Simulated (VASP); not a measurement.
# InP (F-43m) in VASP: further runs, part 3 of 3

VASP 6.6.1.

## 5. G0W0 quasiparticle levels, PBE

The input, POSCAR:

```
InP
1.0
    0.0000000000      2.9305000000      2.9305000000
    2.9305000000      0.0000000000      2.9305000000
    2.9305000000      2.9305000000      0.0000000000
In P
1 1
Direct
    0.0000000000      0.0000000000      0.0000000000
    0.7500000000      0.7500000000      0.7500000000
```

The input, INCAR.step1:

```
  PREC = Accurate
  ENCUT = 450
  EDIFF = 1E-8
  ISMEAR = 0
  SIGMA = 0.01
  LREAL = F
  LASPH = T
  NELM = 60
  ALGO = Normal
  LWAVE = T
  LCHARG = F
  GGA = PE
```

The input, INCAR.step2:

```
  PREC = Accurate
  ENCUT = 450
  EDIFF = 1E-8
  ISMEAR = 0
  SIGMA = 0.01
  LREAL = F
  LASPH = T
  NELM = 1
  ALGO = Exact
  LWAVE = T
  LCHARG = F
  GGA = PE
  NBANDS = 129
  LOPTICS = T
  ISTART = 1
```

The input, INCAR.step3:

```
  PREC = Accurate
  ENCUT = 450
  EDIFF = 1E-8
  ISMEAR = 0
  SIGMA = 0.01
  LREAL = F
  LASPH = T
  ALGO = EVGW0
  LWAVE = F
  LCHARG = F
  GGA = PE
  NELMGW = 1
  NBANDS = 129
  ENCUTGW = 200
  NOMEGA = 48
  PRECFOCK = Fast
  ISTART = 1
  NBANDSGW = 17
```

The input, KPOINTS:

```
Automatic mesh
0
Gamma
  3 3 3
```

Potentials or basis: VASP PAW PBE potentials, release 64 (In_d_GW, P_GW).

The run is started by

```bash
> cat potpaw_PBE.64/In_d_GW/POTCAR potpaw_PBE.64/P_GW/POTCAR > POTCAR
> cp INCAR.step1 INCAR
> mpirun -np 1 vasp_std > vasp.out
> cp INCAR.step2 INCAR
> mpirun -np 1 vasp_std > vasp.out
> cp INCAR.step3 INCAR
> mpirun -np 1 vasp_std > vasp.out
```

OUTCAR:

```text
PREC = Accurate
   ENCUT = 450
   EDIFF = 1E-8
   ISMEAR = 0
   LREAL = F
   LASPH = T
   GGA = PE
   NELMGW = 1
   ENCUTGW = 200
   PRECFOCK = Fast
   ISTART = 1

 Found      4 irreducible k-points:

 Following reciprocal coordinates:
            Coordinates               Weight
  0.000000  0.000000  0.000000      1.000000
  0.333333  0.000000  0.000000      8.000000
  0.333333  0.333333  0.000000      6.000000
 -0.333333  0.333333  0.000000     12.000000
   k-points           NKPTS =      4   k-points in BZ     NKDIM =     27   number of bands    NBANDS=    129
   number of dos      NEDOS =    301   number of ions     NIONS =      2
   total plane-waves  NPLWV =  27000
   dimension x,y,z NGX =    30 NGY =   30 NGZ =   30
   dimension x,y,z NGXF=    60 NGYF=   60 NGZF=   60
   ions per type =               1   1
   NGX,Y,Z   is equivalent  to a cutoff of  12.03, 12.03, 12.03 a.u.
   NGXF,Y,Z  is equivalent  to a cutoff of  24.07, 24.07, 24.07 a.u.
 SYSTEM =  unknown system
   PREC   = accura    normal or accurate (medium, high low for compatibility)
   ISTART =      1    job   : 0-new  1-cont  2-samecut
   ICHARG =      0    charge: 1-file 2-atom 10-const
[... 31 lines left out ...]
   GGA     = PE    functional components
   LHFCALC =     T    Hartree Fock is set to
   PRECFOCK=fast      Normal, Fast or Accurate (Low or Medium for compatibility)
   ENCUT4O =  -1.0   cutoff for four orbital integrals eV
   NKREDX  =     1    reduce k-point grid by
   NKREDY  =     1    reduce k-point grid by
   NKREDZ  =     1    reduce k-point grid by
   AEXX    =    1.0000 exact exchange contribution
   HFSCREEN=    0.0000 screening length (either q_TF or 0.3 A-1)
   HFSCREENC=   0.0000 screening length for correlation (either q_TF or 0.3 A-1)
   ENCUTFOCK=  -1.0 apply spherical cutoff to Coloumb kernel
   IVDW    =     0    specifies the selected vdW correction
   LEPSILON=     F    determine dielectric tensor
   LRPA    =     F    only Hartree local field effects (RPA)
   LRPAFORCE           =     F    calculate RPA forces
   ENCUTGW             = 200.0    cutoff for response function in eV
   ENCUTGWSOFT         = 160.0    soft cutoff for Coulomb kernel in GW response function in eV
   ENCUTLF             =  -1.0    cutoff for local field effects
   NELMGW              =     1    number of iterations in solving QP/BSE equation
   NELMHF              =     1    number of iterations in the inner HF iteration
   NKREDLFX            =     1    NKREDLFY  =   1   NKREDLFZ  =   1
 non-spin polarized calculation
 Gauss-broadening in eV      SIGMA  =   0.01
  energy-cutoff  :      450.00
  volume of cell :       50.33
 maximum number of plane-waves:      1113
 NGX is ok and might be reduce to    30
  NGX = 16; NGY = 16; NGZ = 16
   NGX = 15   NGY = 15   NGZ = 15
 maximum number of plane-waves:       332

 QP shifts <psi_nk| G(iteration)W_0 |psi_nk>: iteration 1
 for sc-GW calculations column KS-energies equals QP-energies in previous step
 and V_xc(KS)=  KS-energies - (<T + V_ion + V_H > + <T+V_H+V_ion>^1  + <V_x>^1)

 k-point   1 :       0.0000    0.0000    0.0000
  band No.  KS-energies  QP-energies   sigma(KS)   V_xc(KS)     V^pw_x(r,r')   Z            occupation Imag(sigma)

      1     -10.2933     -12.5847     -19.8272     -16.5967     -25.3298       0.7093       2.0000       0.4615
      2     -10.2933     -12.5847     -19.8272     -16.5967     -25.3298       0.7093       2.0000       0.4615
      3     -10.2933     -12.5847     -19.8272     -16.5967     -25.3298       0.7093       2.0000       0.4615
      4     -10.1476     -12.4670     -19.9605     -16.6813     -25.3437       0.7073       2.0000       0.3875
      5     -10.1476     -12.4670     -19.9605     -16.6813     -25.3437       0.7073       2.0000       0.3875
      6      -7.4965      -7.9488     -11.9682     -11.2915     -18.2328       0.6685       2.0000       1.0486
[... 59 lines left out ...]
      3     -10.2152     -12.5241     -19.9367     -16.6896     -25.4093       0.7111       2.0000       0.4492
      4     -10.1613     -12.4710     -19.9261     -16.6576     -25.3237       0.7066       2.0000       0.3898
      5     -10.1358     -12.4535     -19.9616     -16.6908     -25.3551       0.7086       2.0000       0.3856
      6      -5.2478      -5.7694     -13.1992     -12.4209     -18.6366       0.6702       2.0000       0.7224
[... 9 lines left out ...]
     16      17.1145      17.0951      -9.1592      -9.1332      -3.0451       0.7473       0.0000      -0.5206
     17      17.9822      18.0207      -9.5513      -9.6032      -3.1822       0.7406       0.0000      -0.6682
```

OUTCAR.step1:

```text
PREC = Accurate
   ENCUT = 450
   EDIFF = 1E-8
   ISMEAR = 0
   LREAL = F
   LASPH = T
[... 170 lines left out ...]
 -----------------------------------------------------------------------------------
      0.00000      0.00000      0.00000         0.000000      0.000000      0.000000
      4.39575      4.39575      4.39575        -0.000000     -0.000000     -0.000000
 -----------------------------------------------------------------------------------
    total drift:                                0.000000      0.000000      0.000000

  FREE ENERGIE OF THE ION-ELECTRON SYSTEM (eV)
  ---------------------------------------------------
  free  energy   TOTEN  =        -7.9905974958 eV

  energy  without entropy=       -7.9905974958  energy(sigma->0) =       -7.99059750
```

OUTCAR.step2:

```text
PREC = Accurate
   ENCUT = 450
   EDIFF = 1E-8
   ISMEAR = 0
   LREAL = F
[... 538 lines left out ...]
     0.00000   104.03457   104.03457   104.03457     0.00000     0.00000    -0.00000
     1.29975    -1.15245    -1.15245    -1.15245     0.00000     0.00000    -0.00000
     2.59950   -41.68561   -41.68561   -41.68561     0.00000     0.00000    -0.00000
     3.89925    18.34171    18.34171    18.34171     0.00000     0.00000    -0.00000
     5.19900    -5.53579    -5.53579    -5.53579    -0.00000    -0.00000     0.00000
     6.49875    -9.72235    -9.72235    -9.72235    -0.00000    -0.00000     0.00000
[... 92 lines left out ...]
   127.37557     0.95273     0.95273     0.95273    -0.00000    -0.00000     0.00000
   128.67532     0.95384     0.95384     0.95384    -0.00000    -0.00000     0.00000
```

It took 54 s on 1 thread of Intel Xeon 6975P-C (Granite Rapids), shared host; peak memory 0.38 GiB.

The run converged, but some of its settings lie outside the range that counts as converged, so its numbers aren't taken as properties of the crystal.

Results:

* Band gap on the k mesh, mean-field level: 0.67 eV, direct
* Quasiparticle gap: 1.21 eV
* Least direct quasiparticle gap: 1.21 eV

Caveat: the k mesh is coarse (spacing up to 0.62 Å⁻¹), so the values aren't converged; bands, screening cutoff and mesh are small and nothing is extrapolated, so the quasiparticle values aren't converged; spin-orbit coupling is left out, which moves the levels of the heavy elements.

## 6. For comparison

An earlier run on the cell as given: functional PBEsol; potentials or basis VASP PAW PBE potentials, release 64 (In_d, P); cutoff 520 eV; k mesh 8 × 8 × 8; occupations fermi-dirac, width 0.05 eV; no spin polarisation.

- Pressure: 0.6 GPa
- Band gap on the k mesh: 0.61 eV, direct
